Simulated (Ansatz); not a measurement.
# A strain series on PtS2 (P-3m1): uniaxial along x, other directions held

A 3-atom cell of PtS2 started from a crystallographic database, relaxed with r2SCAN+rVV10 in Ansatz 0.2.0, then strained (uniaxial along x, other directions held; changes of length per length, axes as in the cell below) with the atoms relaxed again within the symmetry that is left. The symmetry is P-3m1 (No. 164, trigonal); a = 3.553 Å, c = 5.123 Å in the conventional setting, 18.66 Å³ an atom. Around Pt lie 6 S at 2.39 Å; around S lie 3 Pt at 2.39 Å. Spin-unpolarised throughout; all numbers are computed.

```xyz
3
Lattice="3.5526 0.0000 0.0000 -1.7763 3.0767 0.0000 0.0000 0.0000 5.1228" Properties=species:S:1:pos:R:3 pbc="T T T"
Pt    0.0000    0.0000    0.0000
S     0.0000    2.0511    1.2257
S     1.7763    1.0256    3.8972
```

Gaps are the least over each mesh (PBE 12×12×6, r2SCAN 12×12×6, HSE06 6×6×4 when unstrained) and the special points, which keep their unstrained names.

```tsv
strain (%)	gap, PBE (eV)	gap, r2SCAN (eV)	gap, HSE06 (eV)	edges, HSE06
0.0	0.615	0.790	1.211	Γ → (0, 0.281, 0.299)
+2.95	0.478	0.638	1.135	(0, 0.172, 0.182) → (0.288, -0.005, -0.293)
+3.89	0.430	0.586	1.075	(0, 0.172, 0.180) → (0.289, -0.281, 0.292)
```

Q: Estimate the row for a strain of +4.15 %.

A:
```tsv
strain (%)	gap, PBE (eV)	gap, r2SCAN (eV)	gap, HSE06 (eV)	edges, HSE06
+4.15	0.417	0.572	1.058	(0, 0.172, 0.177) → (0.290, -0.008, -0.290)
```

Spin-orbit coupling is left out, which matters wherever the heavy atoms make up the band edges.

Where an edge lies off the special points, it is a point of the mesh or the k point where a search put PBE's edge or least direct gap, reused for the other functionals, whose own edges may lie a little apart.

Coordinates of k points refer to the reciprocal vectors of the primitive cell of the runs.

The meshes of the hybrids are coarse, so their gaps aren't converged to the digits shown.
